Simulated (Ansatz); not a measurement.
# In: the crystal squeezed far

The task here is to estimate one member of a computed series from the others.

Computed with Ansatz 0.2.0 (DFT, PBE, PAW with Ansatz's default frozen-core files, scalar-relativistic, unless a step's input says otherwise).

1 further run of the same task is left out (it didn't finish).

## Starting point

It takes space group P6_3/mmc (No. 194, hexagonal). Conventional cell: a = 3.398 Å, b = 3.398 Å, c = 5.504 Å, α = 90.00°, β = 90.00°, γ = 120.00°. In (site symmetry -6m2) is surrounded by 12 In at 3.38 to 3.40 Å.

Structure file:

```cif
data_structure
_symmetry_space_group_name_H-M 'P 1'
_symmetry_Int_Tables_number 1
_cell_length_a 3.3977
_cell_length_b 3.3977
_cell_length_c 5.5043
_cell_angle_alpha 90.000
_cell_angle_beta 90.000
_cell_angle_gamma 120.000
_cell_volume 55.03
loop_
_atom_site_label
_atom_site_type_symbol
_atom_site_fract_x
_atom_site_fract_y
_atom_site_fract_z
_atom_site_occupancy
In1 In 0.33333 0.66667 0.25000 1
In2 In 0.66667 0.33333 0.75000 1
```

Whether this phase is the stable one at these pressures isn't tested.

Atoms are numbered in the order of the input: In1, In2.

The first run:

File input.yaml:

```yaml
crystal:
  lattice:
    - [3.3976968081, 0.0, 0.0]
    - [-1.698848404, 2.9424917501, 0.0]
    - [0.0, 0.0, 5.5042688291]
  atoms:
    - { symbol: In, position: [0.3333333333, 0.6666666667, 0.25] }
    - { symbol: In, position: [0.6666666667, 0.3333333333, 0.75] }
kpoints:
  mp_grid: { grid: [13, 13, 7] }
scf:
  occupations: { method: fermi_dirac, width: 0.08 }
hamiltonian:
  xc: pbe
  pseudopotentials: { kind: paw }
output:
  forces: true
  stress: true
relax:
  f_tol: 0.005
  max_steps: 40
  cell: {}
```

Launch:

```sh
> ansatz run input.yaml --threads 1 --pin off --max-ram 2048MiB --backend cpu --events-out ev --progress --plain --runs-dir out
```

Among the steps run: Cell relaxed at zero pressure, PAW; Volume scaled by 1, PAW; Shape and atoms relaxed at 0.95 of the volume, PAW; Volume scaled by 0.95, PAW; Shape and atoms relaxed at 0.85 of the volume, PAW; Volume scaled by 0.85, PAW; Shape and atoms relaxed at 0.75 of the volume, PAW; Volume scaled by 0.75, PAW; Shape and atoms relaxed at 0.65 of the volume, PAW; Volume scaled by 0.65, PAW; Shape and atoms relaxed at 0.55 of the volume, PAW; Volume scaled by 0.55, PAW; Shape and atoms relaxed at 0.45 of the volume, PAW; Volume scaled by 0.45, PAW; Shape and atoms relaxed at 0.4 of the volume, PAW; Volume scaled by 0.4, PAW; Volume scaled by 0.4, PAW (cutoff 800 eV).

One of the session's tables, all rows but one given; the rest of the session is left out.

| method | volume over the first | volume (Å³/atom) | pressure (GPa) |
| --- | --- | --- | --- |
| PAW | 1 | 27.781 | 0.00 |
| PAW | 0.95 | 26.391 | 1.96 |
| PAW | 0.85 | 23.613 | 8.28 |
| PAW | 0.75 | 20.835 | 20.34 |
| PAW | 0.65 | 18.057 | 44.29 |
| PAW | 0.55 | 15.279 | 94.81 |
| PAW | 0.45 | ? | ? |
| PAW | 0.4 | 11.112 | 328.07 |
| PAW (cutoff 800 eV) | 0.4 | 11.112 | 327.89 |

Estimate the missing values for PAW, 0.45.

The run gave: volume (Å³/atom): 12.501; pressure (GPa): 211.89. In the column «volume (Å³/atom)» it lies between PAW (cutoff 800 eV), 0.4 (11.112) and PAW, 0.55 (15.279).
